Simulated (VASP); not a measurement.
# CdO (Monteponite) (Fm-3m) in VASP: settings compared

Aim: see how the results for CdO (Monteponite) move with the level of theory and the settings. Levels: LDA, PBEsol, r2SCAN, PBE. Tasks: phonons.

All numbers are computed with VASP 6.6.1; they aren't measurements. Logs are shortened: lines on timing, memory, paths and dates and some standing lists are left out, and cuts for length are marked.

### Step 1. The crystal as given

The structure is cubic, space group Fm-3m (No. 225). Conventional cell: a = 4.652 Å, b = 4.652 Å, c = 4.652 Å, α = 90.00°, β = 90.00°, γ = 90.00°. Cd (site symmetry m-3m) is surrounded by 6 O at 2.33 Å. O (site symmetry m-3m) is surrounded by 6 Cd at 2.33 Å.

### Step 2. Phonons, LDA

File POSCAR:

```
CdO
1.0
    0.0000000000      2.3260827744      2.3260827744
    2.3260827744      0.0000000000      2.3260827744
    2.3260827744      2.3260827744      0.0000000000
  Cd              O
     1     1
Direct
     0.0000000000000000    0.0000000000000000    0.0000000000000000
     0.5000000000000000    0.5000000000000000    0.5000000000000000
```

File INCAR.step1:

```
SYSTEM = CdO
PREC     = Accurate       ! precision mode
ENCUT    = 600            ! plane-wave cutoff, eV
EDIFF    = 1E-8           ! SCF threshold, eV
ISMEAR   = 0              ! smearing method
SIGMA    = 0.03           ! smearing width, eV
LREAL    = .False.        ! projectors in reciprocal space
LASPH    = .True.         ! aspherical terms in the spheres
NELM     = 80             ! most SCF steps
ALGO     = Fast           ! electronic algorithm
ISIF     = 3              ! what is computed and relaxed
LWAVE    = .False.        ! write WAVECAR
LCHARG   = .False.        ! write CHGCAR
GGA      = CA             ! functional
IBRION   = 2              ! ionic algorithm
NSW      = 40             ! ionic steps
EDIFFG   = -0.002         ! ionic threshold
```

File INCAR.step2:

```
SYSTEM = CdO
PREC     = Accurate       ! precision mode
ENCUT    = 600            ! plane-wave cutoff, eV
EDIFF    = 1E-8           ! SCF threshold, eV
ISMEAR   = 0              ! smearing method
SIGMA    = 0.03           ! smearing width, eV
LREAL    = .False.        ! projectors in reciprocal space
LASPH    = .True.         ! aspherical terms in the spheres
NELM     = 80             ! most SCF steps
ALGO     = Fast           ! electronic algorithm
ISIF     = 2              ! what is computed and relaxed
LWAVE    = .False.        ! write WAVECAR
LCHARG   = .False.        ! write CHGCAR
GGA      = CA             ! functional
IBRION   = 6              ! ionic algorithm
NFREE    = 2            
POTIM    = 0.015          ! step
NSW      = 1              ! ionic steps
```

File KPOINTS:

```
Automatic mesh
0
Gamma
  12 12 12
  0 0 0
```

Potentials or basis: VASP PAW LDA potentials, release 64 (Cd, O).

Run with:

```sh
> cat potpaw_LDA.64/Cd/POTCAR potpaw_LDA.64/O/POTCAR > POTCAR
> cp INCAR.step1 INCAR
> mpirun -np 1 vasp_std > vasp.out
> cp CONTCAR POSCAR
> cp INCAR.step2 INCAR
> mpirun -np 1 vasp_std > vasp.out
```

OUTCAR:

```text
SYSTEM = CdO
   PREC = Accurate
   ENCUT = 600
   EDIFF = 1E-8
   ISMEAR = 0
   LREAL = .False.
   LASPH = .True.
   NELM = 80
   ISIF = 2
   GGA = CA
   IBRION = 6
   NFREE = 2
   POTIM = 0.015
   NSW = 1

 ion  position               nearest neighbor table
   1  0.000  0.000  0.000-   2 2.33   2 2.33   2 2.33   2 2.33   2 2.33   2 2.33
   2  0.500  0.500  0.500-   1 2.33   1 2.33   1 2.33   1 2.33   1 2.33   1 2.33

  LATTYP: Found a face centered cubic cell.
 ALAT       =     4.6521655488

  Lattice vectors:

 A1 = (   0.0000000000,   2.3260827744,   2.3260827744)
 A2 = (   2.3260827744,   0.0000000000,   2.3260827744)
 A3 = (   2.3260827744,   2.3260827744,   0.0000000000)

Analysis of symmetry for initial positions (statically):
=====================================================================
 Subroutine PRICEL returns:
 Original cell was already a primitive cell.

 Routine SETGRP: Setting up the symmetry group for a
 face centered cubic supercell.

 Subroutine GETGRP returns: Found 48 space group operations
 (whereof 48 operations were pure point group operations)
 out of a pool of 48 trial point group operations.

The static configuration has the point symmetry O_h .

Analysis of symmetry for dynamics (positions and initial velocities):
=====================================================================
 Subroutine PRICEL returns:
 Original cell was already a primitive cell.

 Routine SETGRP: Setting up the symmetry group for a
 face centered cubic supercell.

 Subroutine GETGRP returns: Found 48 space group operations
 (whereof 48 operations were pure point group operations)
 out of a pool of 48 trial point group operations.

The dynamic configuration has the point symmetry O_h .

 Subroutine INISYM returns: Found 48 space group operations
 (whereof 48 operations are pure point group operations),
 and found     1 'primitive' translations

----------------------------------------------------------------------------------------

                                     Primitive cell

  volume of cell :      25.1713

  direct lattice vectors                    reciprocal lattice vectors
     0.000000000  2.326082774  2.326082774    -0.214953657  0.214953657  0.214953657
     2.326082774  0.000000000  2.326082774     0.214953657 -0.214953657  0.214953657
     2.326082774  2.326082774  0.000000000     0.214953657  0.214953657 -0.214953657

  length of vectors
     3.289577807  3.289577807  3.289577807     0.372310656  0.372310656  0.372310656

  position of ions in fractional coordinates (direct lattice)
     0.000000000  0.000000000  0.000000000
     0.500000000  0.500000000  0.500000000

  ion indices of the primitive-cell ions
   primitive index   ion index
                 1           1
                 2           2

----------------------------------------------------------------------------------------

 KPOINTS: Automatic mesh

Automatic generation of k-mesh.
 Grid dimensions read from file:
 generate k-points for:   12   12   12

 Generating k-lattice:

  Cartesian coordinates                     Fractional coordinates (reciprocal lattice)
    -0.017912805  0.017912805  0.017912805     0.083333333  0.000000000  0.000000000
     0.017912805 -0.017912805  0.017912805     0.000000000  0.083333333  0.000000000
     0.017912805  0.017912805 -0.017912805     0.000000000  0.000000000  0.083333333

  Length of vectors
     0.031025888  0.031025888  0.031025888

  Shift w.r.t. Gamma in fractional coordinates (k-lattice)
     0.000000000  0.000000000  0.000000000

 Subroutine IBZKPT returns following result:
 ===========================================

 Found     72 irreducible k-points:

 Following reciprocal coordinates:
            Coordinates               Weight
  0.000000  0.000000  0.000000      1.000000
  0.083333  0.000000  0.000000      8.000000
  0.166667  0.000000  0.000000      8.000000
  0.250000  0.000000  0.000000      8.000000
  0.333333  0.000000  0.000000      8.000000
[... 37 lines left out ...]
   NELM   =     80;   NELMIN=  2; NELMDL=  0     # of ELM steps
   EDIFF  = 0.1E-07   stopping-criterion for ELM
   LREAL  =      F    real-space projection
   EDIFFG = 0.1E-06   stopping-criterion for IOM
   NSW    =     61    number of steps for IOM
   IBRION =      6    ionic relax: 0-MD 1-quasi-New 2-CG
   NFREE  =      2    steps in history (QN), initial steepest desc. (CG)
   ISIF   =      2    stress and relaxation
   ISYM   =      2    0-nonsym 1-usesym 2-fastsym
   POTIM  = 0.0150    time-step for ionic-motion
   TEBEG  =    0.0;   TEEND  =   0.0 temperature during run
   PSTRESS=    0.0 pullay stress
   NELECT =      18.0000    total number of electrons
   NUPDOWN=      -1.0000    fix difference up-down
   EMIN   =  10.00;   EMAX   =-10.00  energy-range for DOS
   EFERMI =   0.00;   METHOD = LEGACY
   ISMEAR =     0;   SIGMA  =   0.03  broadening in eV -4-tet -1-fermi 0-gaus
   EFERMI_NEDOS =   21; number of points for ismear=-14 and -15
   IALGO  =     68    algorithm
   IMIX   =      4    mixing-type and parameters
     AMIX     =   0.40;   BMIX     =  1.00
     AMIX_MAG =   1.60;   BMIX_MAG =  1.00
  volume/ion in A,a.u.               =      12.59        84.93
  Fermi-wavevector in a.u.,A,eV,Ry     =   1.463964  2.766491 29.159892  2.143192
  Thomas-Fermi vector in A             =   2.579997
   LORBIT       =      0    0 simple, 1 ext, 2 COOP (PROOUT), +10 PAW based schemes
   GGA     = CA    functional components
   LHFCALC =     F    Hartree Fock is set to
   AEXX    =    0.0000 exact exchange contribution
   IVDW    =     0    specifies the selected vdW correction
   LEPSILON=     F    determine dielectric tensor
   LRPA    =     F    only Hartree local field effects (RPA)
 finite differences with symmetry
 non-spin polarized calculation
 RMM-DIIS sequential band-by-band and
 Gauss-broadening in eV      SIGMA  =   0.03
  energy-cutoff  :      600.00
  volume of cell :       25.17
 maximum number of plane-waves:       869
 NGX is ok and might be reduce to    28
   NGX = 13   NGY = 13   NGZ = 13

--------------------------------------- Ionic step        1  -------------------------------------------

 number of electron      18.0000003 magnetization

 Free energy of the ion-electron system (eV)
  ---------------------------------------------------
  ext. energy  EPLUGINS =         0.00000000
  ---------------------------------------------------
  free energy    TOTEN  =        -9.34217869 eV

  energy without entropy =       -9.34213382  energy(sigma->0) =       -9.34215625

------------------------ aborting loop because EDIFF is reached ----------------------------------------

  FORCE on cell =-STRESS in cart. coord.  units (eV):
  Direction    XX          YY          ZZ          XY          YZ          ZX
  --------------------------------------------------------------------------------------
  -------------------------------------------------------------------------------------
  Total       -0.0000032     -0.0000032     -0.0000032      0.0000000      0.0000000      0.0000000
  in kB       -0.0002006     -0.0002006     -0.0002006      0.0000000      0.0000000      0.0000000
  external PRESSURE =      -0.0002006 kB  Pullay stress =       0.0000000 kB
[... 131 lines left out ...]
--------------------------------------- Ionic step        5  -------------------------------------------

 number of electron      18.0000003 magnetization

 Free energy of the ion-electron system (eV)
  ---------------------------------------------------
  ext. energy  EPLUGINS =         0.00000000
  ---------------------------------------------------
  free energy    TOTEN  =        -9.34173800 eV

  energy without entropy =       -9.34169311  energy(sigma->0) =       -9.34171555

 E-fermi :   2.1137     XC(G=0): -12.3648

 val. band max:        2.0879476640   @ k =   0.5000   0.0000   0.0000
 cond. band min:       2.4302046275   @ k =   0.0833   0.0000   0.0000
 fundamental gap:      0.3422569635
 Fermi energy:         2.1136916039

 k-point     1 :       0.0000    0.0000    0.0000
  band No.  band energies     occupation
      1     -15.2749      2.00000
      2      -4.6588      2.00000
      3      -4.6588      2.00000
      4      -4.6584      2.00000
      5      -4.3363      2.00000
      6      -4.3349      2.00000
      7       0.5934      2.00000
      8       0.5934      2.00000
      9       0.5941      2.00000
     10       1.6349      2.00000
     11      16.9262      0.00000
     12      19.1662      0.00000
     13      19.1676      0.00000
[... 354 lines left out ...]
  band No.  band energies     occupation
      1     -14.3787      2.00000
      2      -5.5429      2.00000
      3      -5.1941      2.00000
      4      -5.0908      2.00000
      5      -4.0742      2.00000
      6      -4.0478      2.00000
      7      -1.7576      2.00000
      8       0.8287      2.00000
      9       1.8221      2.00000
     10       7.6667      0.00000
     11       9.1017      0.00000
     12      12.3324      0.00000
     13      14.3437      0.00000

 [... further k-points ...]

------------------------ aborting loop because EDIFF is reached ----------------------------------------

  FORCE on cell =-STRESS in cart. coord.  units (eV):
  Direction    XX          YY          ZZ          XY          YZ          ZX
  --------------------------------------------------------------------------------------
  -------------------------------------------------------------------------------------
  Total        0.0078381     -0.0008858     -0.0008858     -0.0000000      0.0000000      0.0000000
  in kB        0.4989012     -0.0563817     -0.0563817     -0.0000000      0.0000000      0.0000000
  external PRESSURE =       0.1287126 kB  Pullay stress =       0.0000000 kB
[... 17 lines left out ...]
  FREE ENERGIE OF THE ION-ELECTRON SYSTEM (eV)
  ---------------------------------------------------
  free  energy   TOTEN  =        -9.3417380002 eV

  energy  without entropy=       -9.3416931087  energy(sigma->0) =       -9.34171555

 INTERNAL STRAIN TENSORS FROM DISPLACED ATOMS
 ============================================

 INTERNAL STRAIN TENSOR FOR ION    1 for displacements in x,y,z  (eV/Angst):
          X           Y           Z          XY          YZ          ZX
  --------------------------------------------------------------------------------
  x     0.00000     0.00000     0.00000     0.00000     0.00000     0.00000
  y     0.00000     0.00000     0.00000     0.00000     0.00000     0.00000
  z     0.00000     0.00000     0.00000     0.00000     0.00000     0.00000

 INTERNAL STRAIN TENSOR FOR ION    2 for displacements in x,y,z  (eV/Angst):
          X           Y           Z          XY          YZ          ZX
  --------------------------------------------------------------------------------
  x     0.00000     0.00000     0.00000     0.00000     0.00000     0.00000
  y     0.00000     0.00000     0.00000     0.00000     0.00000     0.00000
  z     0.00000     0.00000     0.00000     0.00000     0.00000     0.00000

 Eigenvectors and eigenvalues of the dynamical matrix
 ----------------------------------------------------

   1 f  =    8.267908 THz    51.948800 2PiTHz  275.787735 cm-1    34.193306 meV
             X         Y         Z           dx          dy          dz
      0.000000  0.000000  0.000000     0.000000    0.354716    0.000000
      2.326083  2.326083  2.326083     0.000000   -0.934974    0.000000
[... 21 lines left out ...]
   6 f/i=    0.015282 THz     0.096020 2PiTHz    0.509754 cm-1     0.063201 meV
             X         Y         Z           dx          dy          dz
      0.000000  0.000000  0.000000     0.000000   -0.934974    0.000000
      2.326083  2.326083  2.326083     0.000000   -0.354716    0.000000

 ELASTIC MODULI CONTR FROM IONIC RELAXATION (kBar)
 Direction    XX          YY          ZZ          XY          YZ          ZX
 --------------------------------------------------------------------------------
 XX           0.0000      0.0000      0.0000      0.0000      0.0000      0.0000
 YY           0.0000      0.0000      0.0000      0.0000      0.0000      0.0000
 ZZ           0.0000      0.0000      0.0000      0.0000      0.0000      0.0000
 XY           0.0000      0.0000      0.0000      0.0000      0.0000      0.0000
 YZ           0.0000      0.0000      0.0000      0.0000      0.0000      0.0000
 ZX           0.0000      0.0000      0.0000      0.0000      0.0000      0.0000
 --------------------------------------------------------------------------------
```

Run time: 96 s. Hardware: 1 thread of Intel Xeon 6975P-C (Granite Rapids), shared host; peak memory 0.24 GiB.

Results:

```yaml
Highest_phonon_frequency_at_Γ_LO-TO_splitting_left_out: 276 cm⁻¹
```

Phonon frequencies in cm⁻¹ (negative: imaginary):
| q point | frequencies |
| --- | --- |
| (0.000, 0.000, 0.000) | -1 -1 -1 276 276 276 |

(Continued in part 2 of 3.)
